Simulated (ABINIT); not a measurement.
# HfC (P6_3/mmc) in ABINIT: notebook

One crystal, HfC, is run at these levels: PBEsol, LDA; tasks: band structure.

Everything below comes from runs of ABINIT 10.8.3 (patched build). Logs are shortened: lines on timing, memory, paths and dates and some standing lists are left out, and cuts for length are marked. The log counts tension as positive stress, the text compression.

### Step 1. The crystal as given

It takes space group P6_3/mmc (No. 194, hexagonal). Conventional cell: a = 3.343 Å, b = 3.343 Å, c = 5.203 Å, α = 90.00°, β = 90.00°, γ = 120.00°. Around Hf (site symmetry -6m2) lie 6 C at 2.33 Å. C (site symmetry -3m) has 6 Hf at 2.33 Å and 2 C at 2.60 Å as nearest neighbours.

The cell comes from a database or a generator and needn't be the stable form of this composition.

### Step 2. Band structure, PBEsol

run.abi

```
# Datasets: ground state, then fixed potential
ndtset 2

# Pseudopotentials
pp_dirpath "./"
pseudos "Hf.upf, C.upf"

# Structure
acell 3.3428660531 3.342866053 5.202714 Angstrom
rprim
     1.0000000000     0.0000000000     0.0000000000
    -0.5000000000     0.8660254038     0.0000000000
     0.0000000000     0.0000000000     1.0000000000
ntypat 2
znucl 72 6
natom 4
typat 1 1 2 2
xred
     0.3333333333     0.6666666667     0.2500000000
     0.6666666667     0.3333333333     0.7500000000
     0.0000000000     0.0000000000     0.5000000000
     0.0000000000     0.0000000000     0.0000000000

# Plane-wave basis
ecut 41.0

# Exchange and correlation
ixc -116133

# Bands and occupations
occopt 3
tsmear 0.05 eV

# SCF cycle
nstep 100

# Output
iomode 3
prtwf 0
prteig 0
prtebands 0
enunit 1
prtden1 1

# Dataset 1
kptopt1 1
ngkpt1 9 9 5
nshiftk1 1
shiftk1 0.0 0.0 0.0
nband1 20
tolvrs1 1.0e-10

# Dataset 2: bands along G-M-K-G-A-L-H-A
iscf2 -2
getden2 1
nband2 26
nbdbuf2 4
tolwfr2 1.0e-11
kptopt2 -7
ndivsm2 5
prteig2 1
kptbounds2
     0.0000000000     0.0000000000     0.0000000000
     0.5000000000     0.0000000000     0.0000000000
     0.3333333333     0.3333333333     0.0000000000
     0.0000000000     0.0000000000     0.0000000000
     0.0000000000     0.0000000000     0.5000000000
     0.5000000000     0.0000000000     0.5000000000
     0.3333333333     0.3333333333     0.5000000000
     0.0000000000     0.0000000000     0.5000000000
```

Potentials or basis: PseudoDojo NC SR PBEsol v0.4.1 standard.

Launch:

```bash
$ abinit run.abi > log 2>&1
```

run.abo:

```text
.Version 10.8.3 of ABINIT
 DATASET    1 : space group P6_3/m m c (#194); Bravais hP (primitive hexag.)
================================================================================
 Values of the parameters that define the memory need for DATASET  1.
     intxc =       0    ionmov =       0      iscf =       7    lmnmax =       8
     lnmax =       8     mgfft =      60  mpssoang =       4    mqgrid =    3001
     natom =       4  nloc_mem =       1    nspden =       1   nspinor =       1
    nsppol =       1      nsym =      24    n1xccc =    2501    ntypat =       2
    occopt =       3   xclevel =       2
       mpw =        4305          nfft =       96000          nkpt =          36
================================================================================
================================================================================

 DATASET    2 : space group P6_3/m m c (#194); Bravais hP (primitive hexag.)
================================================================================
 Values of the parameters that define the memory need for DATASET  2.
     intxc =       0    ionmov =       0      iscf =      -2    lmnmax =       8
     lnmax =       8     mgfft =      60  mpssoang =       4    mqgrid =    3001
     natom =       4  nloc_mem =       1    nspden =       1   nspinor =       1
    nsppol =       1      nsym =      24    n1xccc =    2501    ntypat =       2
    occopt =       3   xclevel =       2
       mpw =        4305          nfft =       96000          nkpt =          54
================================================================================
================================================================================

--------------------------------------------------------------------------------
------------- Echo of variables that govern the present computation ------------
--------------------------------------------------------------------------------
 -outvars: echo values of preprocessed input variables --------
            acell      6.3171013160E+00  6.3171013158E+00  9.8317045714E+00 Bohr
              amu      1.78490000E+02  1.20110000E+01
             ecut      4.10000000E+01 Hartree
           enunit           1
           getden1          0
           getden2          1
             iscf1          7
             iscf2         -2
                       outvar_i_n : Printing only first  50 k-points.
              ixc     -116133
           jdtset        1    2
                       outvar_i_n : Printing only first  50 k-points.
           kptopt1          1
           kptopt2         -7
         kptrlatt        9    0    0      0    9    0      0    0    5
          kptrlen1     4.91585229E+01
          kptrlen2     3.00000000E+01
            natom           4
            nband1         20
            nband2         26
           nbdbuf1          0
           nbdbuf2          4
           ndtset           2
           ndivsm1          0
           ndivsm2          5
            ngfft          40      40      60
             nkpt1         36
             nkpt2         54
            nstep         100
             nsym          24
           ntypat           2
           occopt           3
        prtebands           0
           prteig1          0
           prteig2          1
            prtwf           0
            rprim      1.0000000000E+00  0.0000000000E+00  0.0000000000E+00
                      -5.0000000000E-01  8.6602540380E-01  0.0000000000E+00
                       0.0000000000E+00  0.0000000000E+00  1.0000000000E+00
           shiftk1     0.00000000E+00  0.00000000E+00  0.00000000E+00
           shiftk2     5.00000000E-01  5.00000000E-01  5.00000000E-01
          spgroup         194
           tolvrs1     1.00000000E-10
           tolvrs2     0.00000000E+00
           tolwfr1     0.00000000E+00
           tolwfr2     1.00000000E-11
           tsmear      1.83746611E-03 Hartree
            typat      1  1  2  2
                       outvars : Printing only first  50 k-points.
           xangst      3.3333195535E-11  1.9300046156E+00  1.3006785000E+00
                       1.6714330266E+00  9.6500230780E-01  3.9020355000E+00
                      -2.4742179070E-16 -3.2141033428E-16  2.6013570000E+00
                      -2.4742179070E-16 -3.2141033428E-16 -5.0541512642E-16
            xcart      6.2990610463E-11  3.6471801452E+00  2.4579261429E+00
                       3.1585506580E+00  1.8235900726E+00  7.3737784286E+00
                      -4.6755942200E-16 -6.0737750583E-16  4.9158522857E+00
                      -4.6755942200E-16 -6.0737750583E-16 -9.5509616882E-16
             xred      3.3333333333E-01  6.6666666667E-01  2.5000000000E-01
                       6.6666666667E-01  3.3333333333E-01  7.5000000000E-01
[... 204 lines left out ...]
================================================================================
 Non-SCF case, kpt    1 (  0.00000  0.00000  0.00000), residuals and eigenvalues=
  6.76E-12  6.70E-12  4.21E-12  2.06E-12  1.63E-12  4.37E-12  2.76E-12  7.82E-12
  6.41E-12  4.20E-12  4.80E-12  2.26E-12  4.80E-12  7.98E-12  5.69E-12  9.48E-12
  4.28E-12  8.13E-12  5.00E-12  6.07E-12  6.94E-12  6.03E-12  6.06E-12  4.62E-06
  3.08E-05  2.21E-04
 -1.8340E+00 -1.8322E+00 -7.0014E-01 -6.7895E-01 -6.7895E-01 -6.7563E-01
 -6.7563E-01 -6.7262E-01 -5.4265E-02  1.0800E-01  1.6896E-01  3.0810E-01
  3.0810E-01  3.7873E-01  3.7873E-01  4.5920E-01  4.7465E-01  4.7465E-01
  4.9191E-01  4.9191E-01  5.0746E-01  5.4914E-01  5.7027E-01  7.2149E-01
  7.2153E-01  7.5063E-01
 Non-SCF case, kpt    2 (  0.05556  0.00000  0.00000), residuals and eigenvalues=
  6.34E-12  4.04E-12  1.83E-12  4.72E-12  2.01E-12  5.39E-12  6.93E-12  8.24E-12
  3.66E-12  6.46E-12  1.89E-12  6.16E-12  5.86E-12  3.38E-12  4.94E-12  7.74E-12
  7.13E-12  6.20E-12  2.54E-12  4.77E-12  4.93E-12  4.52E-12  4.06E-12  5.41E-06
[... 512 lines left out ...]
 -6.7741E-01 -6.7741E-01  3.7696E-03  3.7696E-03  3.0757E-01  3.0757E-01
  3.2318E-01  3.2318E-01  3.2524E-01  3.2524E-01  5.5341E-01  5.5341E-01
  5.5972E-01  5.5972E-01  5.7106E-01  5.7106E-01  6.1417E-01  6.1417E-01
  6.3349E-01  6.3379E-01
 Non-SCF case, kpt   54 (  0.00000  0.00000  0.50000), residuals and eigenvalues=
  2.31E-12  7.08E-12  2.60E-12  4.16E-12  3.02E-12  4.77E-12  3.88E-12  6.76E-12
  2.47E-12  9.62E-12  8.38E-12  8.29E-12  2.80E-12  7.05E-12  6.30E-12  8.41E-12
  1.54E-12  3.76E-12  5.87E-12  6.50E-12  9.34E-12  9.44E-12  2.56E-09  6.84E-08
  3.43E-12  7.37E-12
 -1.8331E+00 -1.8331E+00 -6.8690E-01 -6.8690E-01 -6.7729E-01 -6.7729E-01
 -6.7729E-01 -6.7729E-01  2.2556E-03  2.2556E-03  3.0912E-01  3.0912E-01
  3.2446E-01  3.2446E-01  3.2446E-01  3.2446E-01  5.6779E-01  5.6779E-01
  5.6779E-01  5.6779E-01  5.7105E-01  5.7105E-01  6.0243E-01  6.0243E-01
  6.2452E-01  6.2452E-01

--- !ResultsGS
iteration_state: {dtset: 2, }
comment   : Summary of ground state results
lattice_vectors:
- [  6.3171013,   0.0000000,   0.0000000, ]
- [ -3.1585507,   5.4707702,   0.0000000, ]
- [  0.0000000,   0.0000000,   9.8317046, ]
lattice_lengths: [   6.31710,    6.31710,    9.83170, ]
lattice_angles: [ 90.000,  90.000, 120.000, ] # degrees, (23, 13, 12)
lattice_volume:   3.3977791E+02
convergence: {deltae:  0.000E+00, res2:  0.000E+00, residm:  9.996E-12, diffor:  0.000E+00, }
etotal    :  -1.24892266E+02
entropy   :   0.00000000E+00
fermie    :   4.20718657E-01
cartesian_stress_tensor: null
pressure_GPa: null
xred      :
- [  3.3333E-01,   6.6667E-01,   2.5000E-01, Hf]
- [  6.6667E-01,   3.3333E-01,   7.5000E-01, Hf]
- [ -1.2953E-16,  -1.1102E-16,   5.0000E-01,  C]
- [ -1.2953E-16,  -1.1102E-16,  -9.7145E-17,  C]
cartesian_forces: null
force_length_stats: {min: null, max: null, mean: null, }
...

 Integrated electronic density in atomic spheres:
 ------------------------------------------------
 Atom  Sphere_radius  Integrated_density
    1        2.00000          8.44318418
    2        2.00000          8.44318418
    3        2.00000          3.82826203
    4        2.00000          3.82826203
================================================================================

 ----iterations are completed or convergence reached----

 Mean square residual over all n,k,spin=   50.977E-13; max=  99.959E-13
 reduced coordinates (array xred) for    4 atoms
       0.333333333333      0.666666666667      0.250000000000
       0.666666666667      0.333333333333      0.750000000000
      -0.000000000000     -0.000000000000      0.500000000000
      -0.000000000000     -0.000000000000     -0.000000000000

 cartesian coordinates (angstrom) at end:
    1      0.00000000003333     1.93000461559909     1.30067850000000
    2      1.67143302656667     0.96500230779954     3.90203550000000
    3     -0.00000000000000    -0.00000000000000     2.60135700000000
    4     -0.00000000000000    -0.00000000000000    -0.00000000000000
 length scales=  6.317101315953  6.317101315764  9.831704571426 bohr
              =  3.342866053100  3.342866053000  5.202714000000 angstroms
 Eigenvalues (   eV  ) for nkpt=  54  k points:
 kpt#   1, nband= 26, wtk=  1.00000, kpt=  0.0000  0.0000  0.0000 (reduced coord)
 -49.90494  -49.85539  -19.05191  -18.47509  -18.47509  -18.38475  -18.38475  -18.30294
  -1.47664    2.93883    4.59760    8.38371    8.38371   10.30582   10.30582   12.49549
  12.91575   12.91575   13.38544   13.38544   13.80860   14.94282   15.51775   19.63282
  19.63374   20.42556
 kpt#   2, nband= 26, wtk=  1.00000, kpt=  0.0556  0.0000  0.0000 (reduced coord)
 -49.90395  -49.85506  -19.04458  -18.48995  -18.48096  -18.39883  -18.38519  -18.30571
  -1.41424    2.90686    4.66825    8.22949    8.43377   10.16572   10.19246   12.56118
  12.63390   12.99272   13.14357   13.57224   14.25649   15.34077   15.67712   19.47860
  19.54238   19.82098
 kpt#   3, nband= 26, wtk=  1.00000, kpt=  0.1111  0.0000  0.0000 (reduced coord)
 -49.90105  -49.85413  -19.02302  -18.53293  -18.49709  -18.43867  -18.38721  -18.31411
  -1.23225    2.81535    4.87128    7.84370    8.58033    9.82842    9.89940   11.90887
  12.94560   12.96457   13.22147   14.04442   15.01623   16.05902   16.18828   19.07055
  19.10510   19.28783
 kpt#   4, nband= 26, wtk=  1.00000, kpt=  0.1667  0.0000  0.0000 (reduced coord)
 -49.89652  -49.85280  -18.98860  -18.59919  -18.52023  -18.49786  -18.39179  -18.32830
[... 239 lines left out ...]
 -49.87744  -49.87744  -18.70967  -18.70967  -18.45996  -18.45996  -18.44290  -18.44290
   0.21973    0.21973    8.24242    8.24242    8.70077    8.70077    8.91912    8.91912
  14.35158   14.35158   14.94057   14.94057   15.65566   15.65566   17.20985   17.20986
  17.82256   17.82257
 kpt#  53, nband= 26, wtk=  1.00000, kpt=  0.0333  0.0333  0.5000 (reduced coord)
 -49.87951  -49.87951  -18.69542  -18.69542  -18.43847  -18.43847  -18.43340  -18.43340
   0.10258    0.10258    8.36951    8.36951    8.79417    8.79417    8.85024    8.85024
  15.05904   15.05904   15.23062   15.23062   15.53922   15.53922   16.71232   16.71233
  17.23824   17.24641
 kpt#  54, nband= 26, wtk=  1.00000, kpt=  0.0000  0.0000  0.5000 (reduced coord)
 -49.88023  -49.88023  -18.69149  -18.69149  -18.42997  -18.42997  -18.42997  -18.42997
   0.06138    0.06138    8.41166    8.41166    8.82893    8.82893    8.82893    8.82893
  15.45037   15.45037   15.45037   15.45037   15.53898   15.53898   16.39290   16.39290
  16.99403   16.99403

== END DATASET(S) ==============================================================
================================================================================

 -outvars: echo values of variables after computation  --------
            acell      6.3171013160E+00  6.3171013158E+00  9.8317045714E+00 Bohr
           etotal1    -1.2489226630E+02
            fcart1    -3.4632565387E-29  4.1528328126E-29 -0.0000000000E+00
                      -6.6601087283E-29 -9.9975604745E-29 -0.0000000000E+00
                       5.0616826335E-29  2.9223638309E-29 -0.0000000000E+00
                       5.0616826335E-29  2.9223638309E-29 -0.0000000000E+00
            rprim      1.0000000000E+00  0.0000000000E+00  0.0000000000E+00
                      -5.0000000000E-01  8.6602540380E-01  0.0000000000E+00
                       0.0000000000E+00  0.0000000000E+00  1.0000000000E+00
           strten1     2.8032240360E-04  2.8032240395E-04  1.6528615863E-04
                       0.0000000000E+00  0.0000000000E+00 -2.5702919698E-13
           xangst      3.3333195535E-11  1.9300046156E+00  1.3006785000E+00
                       1.6714330266E+00  9.6500230780E-01  3.9020355000E+00
                      -2.4742179070E-16 -3.2141033428E-16  2.6013570000E+00
                      -2.4742179070E-16 -3.2141033428E-16 -5.0541512642E-16
             xred      3.3333333333E-01  6.6666666667E-01  2.5000000000E-01
                       6.6666666667E-01  3.3333333333E-01  7.5000000000E-01
                      -1.2952601954E-16 -1.1102230246E-16  5.0000000000E-01
                      -1.2952601954E-16 -1.1102230246E-16 -9.7144514655E-17
 Calculation completed.
```

Wall time 6 min (1 thread of Arm Neoverse N1, shared host); peak memory 0.16 GiB.

Results:

* Free energy: -3398.4917 eV
* Pressure: -7.1 GPa
* Band gap on the k mesh: none (metal or under the smearing width)
* Valence electrons inside the program's atomic spheres: Hf 8.44; C 3.83

Levels at the corners of the path, in eV from the Fermi level:
```csv
point,band 13,band 14,band 15,band 16,band 17,band 18,band 19,band 20
Γ,-3.06,-1.14,-1.14,1.05,1.47,1.47,1.94,1.94
M,-3.44,-3.26,-1.77,-1.08,1.50,4.33,4.77,4.83
K,-4.27,-3.53,-3.53,0.62,1.04,1.04,5.00,5.00
Γ,-3.06,-1.14,-1.14,1.05,1.47,1.47,1.94,1.94
A,-2.62,-2.62,-2.62,-2.62,4.00,4.00,4.00,4.00
L,-2.98,-2.98,-2.35,-2.35,1.34,1.34,4.72,4.72
H,-2.41,-2.41,-2.39,-2.39,1.94,1.94,3.34,3.34
A,-2.62,-2.62,-2.62,-2.62,4.00,4.00,4.00,4.00
```

Caveat: spin-orbit coupling is left out, which moves the levels of the heavy elements.

### Step 3. Band structure, LDA

run.abi: that of step 2 with these lines changed.

```diff
@@ -5,3 +5,3 @@
 pp_dirpath "./"
-pseudos "Hf.upf, C.upf"
+pseudos "Hf.LDA_PW-JTH.xml, C.LDA_PW-JTH.xml"
 
@@ -24,6 +24,7 @@
 # Plane-wave basis
-ecut 41.0
+ecut 19.0
+pawecutdg 38.0
 
 # Exchange and correlation
-ixc -116133
+ixc 7
 
@@ -50,3 +51,3 @@
 nband1 20
-tolvrs1 1.0e-10
+tolvrs1 1.0e-9
```

Potentials or basis: JTH PAW LDA v2.0.

Launch:

```bash
$ abinit run.abi > log 2>&1
```

It took 2 min on 1 thread of Arm Neoverse N1, shared host; peak memory 0.12 GiB.

It converged, with:

| Property | Result |
| --- | --- |
| Free energy | -3053.3506 eV |
| Pressure | -13.0 GPa |
| Band gap on the k mesh | none (metal or under the smearing width) |
| Valence electrons inside the program's atomic spheres | Hf 9.64; C 2.36 |

Stress tensor (GPa, compression positive):
```
-14.12   0.00   0.00
  0.00 -14.12   0.00
  0.00   0.00 -10.70
```

Levels at the corners of the path, in eV from the Fermi level:
| point | band 12 | band 13 | band 14 | band 15 | band 16 | band 17 | band 18 | band 19 | band 20 | band 21 |
| --- | --- | --- | --- | --- | --- | --- | --- | --- | --- | --- |
| Γ | -3.04 | -3.04 | -1.14 | -1.14 | 1.03 | 1.44 | 1.44 | 1.92 | 1.92 | 2.35 |
| M | -3.97 | -3.41 | -3.21 | -1.74 | -1.04 | 1.49 | 4.32 | 4.78 | 4.81 | 5.53 |
| K | -4.22 | -4.22 | -3.49 | -3.49 | 0.61 | 1.03 | 1.03 | 4.94 | 4.94 | 5.69 |
| Γ | -3.04 | -3.04 | -1.14 | -1.14 | 1.03 | 1.44 | 1.44 | 1.92 | 1.92 | 2.35 |
| A | -2.99 | -2.60 | -2.60 | -2.60 | -2.60 | 3.97 | 3.97 | 3.97 | 3.97 | 4.09 |
| L | -4.31 | -2.95 | -2.95 | -2.32 | -2.32 | 1.36 | 1.36 | 4.68 | 4.68 | 5.25 |
| H | -5.11 | -2.36 | -2.36 | -2.33 | -2.33 | 1.93 | 1.93 | 3.31 | 3.31 | 7.05 |
| A | -2.99 | -2.60 | -2.60 | -2.60 | -2.60 | 3.97 | 3.97 | 3.97 | 3.97 | 4.09 |

Caveat: spin-orbit coupling is left out, which moves the levels of the heavy elements.
